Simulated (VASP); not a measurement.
# InP (F-43m) in VASP: settings compared

Aim: see how the results for InP move with the level of theory and the settings. Levels: PBE, PBE0. Tasks: single point, relaxation of cell and atoms.

Everything below comes from runs of VASP 6.6.1. Logs are shortened: lines on timing, memory, paths and dates and some standing lists are left out, and cuts for length are marked.

**Experimental background.**

A printed reference work, data compilation reports, for a bulk crystal of InP at 1.6 K: band gap 1.4236 eV (direct).

The runs below are set against these values where they give the same quantity.

### Step 1. The structure

Symmetry: F-43m, No. 216, cubic system. The conventional cell has a = 5.861 Å, b = 5.861 Å, c = 5.861 Å, α = 90.00°, β = 90.00°, γ = 90.00°. In (site symmetry -43m) has 4 P at 2.54 Å as nearest neighbours. P (site symmetry -43m) is surrounded by 4 In at 2.54 Å.

### Step 2. Single point, PBE

INCAR reads:

```
PREC = Accurate ; ENCUT = 520
EDIFF = 1E-6 ; ISMEAR = 0
SIGMA = 0.014 ; LREAL = F
LASPH = T ; NELM = 100
ALGO = Normal ; ISIF = 2
LWAVE = F ; LCHARG = F
GGA = PE
```

KPOINTS reads:

```
regular mesh
0
Gamma
  8 8 8
```

POSCAR reads:

```
InP
1.0
    0.0000000000      2.9305000000      2.9305000000
    2.9305000000      0.0000000000      2.9305000000
    2.9305000000      2.9305000000      0.0000000000
In P
1 1
Direct
    0.0000000000      0.0000000000      0.0000000000
    0.7500000000      0.7500000000      0.7500000000
```

Potentials or basis: VASP PAW PBE potentials, release 64 (In_d, P).

Started as:

```bash
$ cat potpaw_PBE.64/In_d/POTCAR potpaw_PBE.64/P/POTCAR > POTCAR
$ mpirun -np 1 vasp_std > vasp.out
```

OUTCAR:

```text
PREC = Accurate
   ENCUT = 520
   EDIFF = 1E-6
   ISMEAR = 0
   LREAL = F
   LASPH = T
   NELM = 100
   ISIF = 2
   GGA = PE

 ion  position               nearest neighbor table
   1  0.000  0.000  0.000-   2 2.54   2 2.54   2 2.54   2 2.54
   2  0.750  0.750  0.750-   1 2.54   1 2.54   1 2.54   1 2.54

  LATTYP: Found a face centered cubic cell.
 ALAT       =     5.8610000000

  Lattice vectors:

 A1 = (   0.0000000000,   2.9305000000,   2.9305000000)
 A2 = (   2.9305000000,   0.0000000000,   2.9305000000)
 A3 = (   2.9305000000,   2.9305000000,   0.0000000000)

Analysis of symmetry for initial positions (statically):
=====================================================================
 Subroutine PRICEL returns:
 Original cell was already a primitive cell.

 Routine SETGRP: Setting up the symmetry group for a
 face centered cubic supercell.

 Subroutine GETGRP returns: Found 24 space group operations
 (whereof 24 operations were pure point group operations)
 out of a pool of 48 trial point group operations.

The static configuration has the point symmetry T_d .

Analysis of symmetry for dynamics (positions and initial velocities):
=====================================================================
 Subroutine PRICEL returns:
 Original cell was already a primitive cell.

 Routine SETGRP: Setting up the symmetry group for a
 face centered cubic supercell.

 Subroutine GETGRP returns: Found 24 space group operations
 (whereof 24 operations were pure point group operations)
 out of a pool of 48 trial point group operations.

The dynamic configuration has the point symmetry T_d .

 Subroutine INISYM returns: Found 24 space group operations
 (whereof 24 operations are pure point group operations),
 and found     1 'primitive' translations

----------------------------------------------------------------------------------------

                                     Primitive cell

  volume of cell :      50.3333

  direct lattice vectors                    reciprocal lattice vectors
     0.000000000  2.930500000  2.930500000    -0.170619348  0.170619348  0.170619348
     2.930500000  0.000000000  2.930500000     0.170619348 -0.170619348  0.170619348
     2.930500000  2.930500000  0.000000000     0.170619348  0.170619348 -0.170619348

  length of vectors
     4.144352845  4.144352845  4.144352845     0.295521380  0.295521380  0.295521380

  position of ions in fractional coordinates (direct lattice)
     0.000000000  0.000000000  0.000000000
     0.750000000  0.750000000  0.750000000

  ion indices of the primitive-cell ions
   primitive index   ion index
                 1           1
                 2           2

[... 84 lines left out ...]
   EMIN   =  10.00;   EMAX   =-10.00  energy-range for DOS
   EFERMI =   0.00;   METHOD = LEGACY
   ISMEAR =     0;   SIGMA  =   0.01  broadening in eV -4-tet -1-fermi 0-gaus
   EFERMI_NEDOS =   21; number of points for ismear=-14 and -15
   IALGO  =     38    algorithm
   IMIX   =      4    mixing-type and parameters
     AMIX     =   0.40;   BMIX     =  1.00
     AMIX_MAG =   1.60;   BMIX_MAG =  1.00
  volume/ion in A,a.u.               =      25.17       169.83
  Fermi-wavevector in a.u.,A,eV,Ry     =   1.162021  2.195901 18.371846  1.350293
  Thomas-Fermi vector in A             =   2.298587
   LORBIT       =      0    0 simple, 1 ext, 2 COOP (PROOUT), +10 PAW based schemes
   GGA     = PE    functional components
   LHFCALC =     F    Hartree Fock is set to
   AEXX    =    0.0000 exact exchange contribution
   IVDW    =     0    specifies the selected vdW correction
   LEPSILON=     F    determine dielectric tensor
   LRPA    =     F    only Hartree local field effects (RPA)
 non-spin polarized calculation
 Gauss-broadening in eV      SIGMA  =   0.01
  energy-cutoff  :      520.00
  volume of cell :       50.33
 maximum number of plane-waves:      1380
   NGX = 15   NGY = 15   NGZ = 15

 number of electron      18.0000005 magnetization

 Free energy of the ion-electron system (eV)
  ---------------------------------------------------
  ext. energy  EPLUGINS =         0.00000000
  ---------------------------------------------------
  free energy    TOTEN  =        -8.38078698 eV

  energy without entropy =       -8.38078698  energy(sigma->0) =       -8.38078698

 E-fermi :   5.2842     XC(G=0):  -9.2828

 val. band max:        5.1890533565   @ k =   0.0000   0.0000   0.0000
 cond. band min:       5.9011419511   @ k =   0.0000   0.0000   0.0000
 fundamental gap:      0.7120885946
 Fermi energy:         5.2842126088

 k-point     1 :       0.0000    0.0000    0.0000
  band No.  band energies     occupation
      1      -8.9967      2.00000
      2      -8.9967      2.00000
      3      -8.9967      2.00000
      4      -8.8446      2.00000
      5      -8.8446      2.00000
      6      -6.3282      2.00000
      7       5.1891      2.00000
      8       5.1891      2.00000
      9       5.1891      2.00000
     10       5.9011      0.00000
     11       9.2815      0.00000
     12       9.2815      0.00000
     13       9.2815      0.00000
[... 354 lines left out ...]
  band No.  band energies     occupation
      1      -9.1298      2.00000
      2      -8.9480      2.00000
      3      -8.9281      2.00000
      4      -8.8500      2.00000
      5      -8.8315      2.00000
      6      -4.2864      2.00000
      7      -0.3521      2.00000
      8       2.4983      2.00000
      9       3.5578      2.00000
     10       8.3621      0.00000
     11       9.3718      0.00000
     12      11.0702      0.00000
     13      12.4213      0.00000

 [... further k-points ...]

------------------------ aborting loop because EDIFF is reached ----------------------------------------

  FORCE on cell =-STRESS in cart. coord.  units (eV):
  Direction    XX          YY          ZZ          XY          YZ          ZX
  --------------------------------------------------------------------------------------
  -------------------------------------------------------------------------------------
  Total        1.0271547      1.0271547      1.0271547      0.0000000      0.0000000      0.0000000
  in kB       32.6957458     32.6957458     32.6957458      0.0000000      0.0000000      0.0000000
  external PRESSURE =      32.6957458 kB  Pullay stress =       0.0000000 kB

 VOLUME and BASIS-vectors are now :
 -----------------------------------------------------------------------------
  energy-cutoff  :      520.00
  volume of cell :       50.33
      direct lattice vectors                 reciprocal lattice vectors
     0.000000000  2.930500000  2.930500000    -0.170619348  0.170619348  0.170619348
     2.930500000  0.000000000  2.930500000     0.170619348 -0.170619348  0.170619348
     2.930500000  2.930500000  0.000000000     0.170619348  0.170619348 -0.170619348

 POSITION                                       TOTAL-FORCE (eV/Angst)
 -----------------------------------------------------------------------------------
      0.00000      0.00000      0.00000        -0.000000     -0.000000     -0.000000
      4.39575      4.39575      4.39575         0.000000      0.000000      0.000000
 -----------------------------------------------------------------------------------
    total drift:                                0.000000      0.000000      0.000000

  FREE ENERGIE OF THE ION-ELECTRON SYSTEM (eV)
  ---------------------------------------------------
  free  energy   TOTEN  =        -8.3807869758 eV

  energy  without entropy=       -8.3807869758  energy(sigma->0) =       -8.38078698
```

Run time: 11 s. Hardware: 1 thread of Intel Xeon 6975P-C (Granite Rapids), shared host; peak memory 0.17 GiB.

What came out:

```
Free energy            : -8.3808 eV
Pressure               : 3.3 GPa
Band gap on the k mesh : 0.71 eV, direct
```

Caveat: spin-orbit coupling is left out, which moves the levels of the heavy elements.

### Step 3. Relaxation of cell and atoms, PBE0

POSCAR is that of step 2.

INCAR.step1 reads:

```
SYSTEM = InP
ALGO = Normal
EDIFF = 1E-5
ENCUT = 600
GGA = PE
ISMEAR = -1
LASPH = .TRUE.
LCHARG = .FALSE.
LREAL = .FALSE.
LWAVE = .TRUE.
NELM = 80
PREC = Accurate
SIGMA = 0.05
```

INCAR.step2 reads:

```
SYSTEM = InP
AEXX = 0.25
ALGO = Normal
EDIFF = 1E-6
EDIFFG = -0.01
ENCUT = 600
GGA = PE
IBRION = 2
ISIF = 3
ISMEAR = -1
ISTART = 1
LASPH = .TRUE.
LCHARG = .FALSE.
LHFCALC = .TRUE.
LREAL = .FALSE.
LWAVE = .FALSE.
NELM = 80
NSW = 60
PREC = Accurate
PRECFOCK = Fast
SIGMA = 0.05
```

KPOINTS reads:

```
k-points
0
G
  4 4 4
  0 0 0
```

Potentials or basis: VASP PAW PBE potentials, release 64 (In_d, P).

Started as:

```bash
$ cat potpaw_PBE.64/In_d/POTCAR potpaw_PBE.64/P/POTCAR > POTCAR
$ cp INCAR.step1 INCAR
$ mpirun -np 1 vasp_std > vasp.out
$ cp INCAR.step2 INCAR
$ mpirun -np 1 vasp_std > vasp.out
```

Wall time 5.7 min (1 thread of Intel Xeon 6975P-C (Granite Rapids), shared host); peak memory 0.22 GiB.

The run converged. Its results:

```
Free energy                            : -10.8418 eV
Relaxed volume                         : 25.61 Å³/atom
Relaxed cell                           : a = 4.169 Å, b = 4.169 Å, c = 4.169 Å, α = 60.00°, β = 60.00°, γ = 60.00°
Space group after relaxing (to 0.05 Å) : F-43m (No. 216)
Energy gained by relaxing              : 1.9 meV/atom
Ionic steps                            : 4
Pressure after relaxing                : 0.0 GPa
Band gap on the k mesh                 : 2.14 eV, direct
```

The path:
```tsv
step	energy change (eV)	largest force (eV/Å)	pressure (GPa)	volume (Å³)
1	0.0000	0.0000	1.24	50.33
2	-0.0028	0.0000	-0.66	51.76
3	-0.0038	0.0000	-0.09	51.29
4	-0.0038	0.0000	0.02	51.22
```

Final structure:
```xyz
2
Lattice="0.0000 2.9476 2.9476 2.9476 0.0000 2.9476 2.9476 2.9476 0.0000" Properties=species:S:1:pos:R:3 pbc="T T T"
In    0.0000    0.0000    0.0000
P     4.4215    4.4215    4.4215
```

Levels at points of the mesh, in eV from the valence-band top:
```tsv
k point	band 5	band 6	band 7	band 8	band 9	band 10	band 11	band 12	band 13
(0.00, 0.00, 0.00)	-15.76	-12.66	0.00	0.00	0.00	2.14	5.65	5.65	5.65
(0.50, 0.00, 0.00)	-15.75	-10.84	-6.21	-1.04	-1.04	2.95	6.39	6.39	8.73
(0.50, 0.50, 0.00)	-15.73	-10.14	-6.22	-2.50	-2.50	3.11	3.73	11.07	11.55
```

Caveat: the k mesh is coarse (spacing up to 0.46 Å⁻¹), so the values aren't converged, least of all with exact exchange; the PAW data sets were made with another functional, which shifts forces and pressure a little; spin-orbit coupling is left out, which moves the levels of the heavy elements.

(Continued in part 2 of 2.)
